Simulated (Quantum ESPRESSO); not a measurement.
Runs of Quantum ESPRESSO 7.5 on Ge. It takes space group Fd-3m (No. 227, cubic). Conventional cell: a = 5.658 Å, b = 5.658 Å, c = 5.658 Å, α = 90.00°, β = 90.00°, γ = 90.00°. Ge (site symmetry -43m) has 4 Ge at 2.45 Å as nearest neighbours. 

```csv
task,level,potentials or basis,spin,cell,k mesh,cutoff (eV),smearing,mixing beta,ASE optimiser,mesh quality,gap on the mesh (eV),pressure (GPa),largest force (eV/Å)
band structure,PBE+D3(BJ),PseudoDojo 0.4 SR PBE stringent,off,as given,8 × 8 × 8,1687,fermi-dirac 0.025 eV,0.5,-,not flagged,none,(a),-
single point,PBE,SSSP 1.3 efficiency PBE,off,"atoms moved at random, drawn with an rms of 0.05 Å",8 × 8 × 8,748,fermi-dirac 0.05 eV,0.5,-,not flagged,none,3.7,0.71
single point,PBE,SSSP 1.3 efficiency PBE,off,as given,8 × 8 × 8,748,fermi-dirac 0.05 eV,0.5,-,not flagged,none,3.6,-
relaxation of the atoms,PBE+D3,PseudoDojo 0.5 SR PBE standard,"collinear, antiferromagnetic start","atoms relaxed from: atoms moved at random, drawn with an rms of 0.02 Å",3 × 3 × 3,1061,gaussian 0.1 eV,0.3,BFGS,coarse,none,5.3,0.02
```

Task: Estimate the missing entries.

Result: (a) 1.5.

Caveats: some runs use coarse meshes; pairwise dispersion overbinds metals, which lowers pressure and volume (some runs); this crystal is a semiconductor, whose small gap the functional closes, so the metal is an error of the method (some runs).

A k mesh can miss the band edges, and the runs leave out spin-orbit coupling on Ge.

A gap of «none» marks a metal or a gap under the smearing width.

The runs don't all hold the same shells in valence.
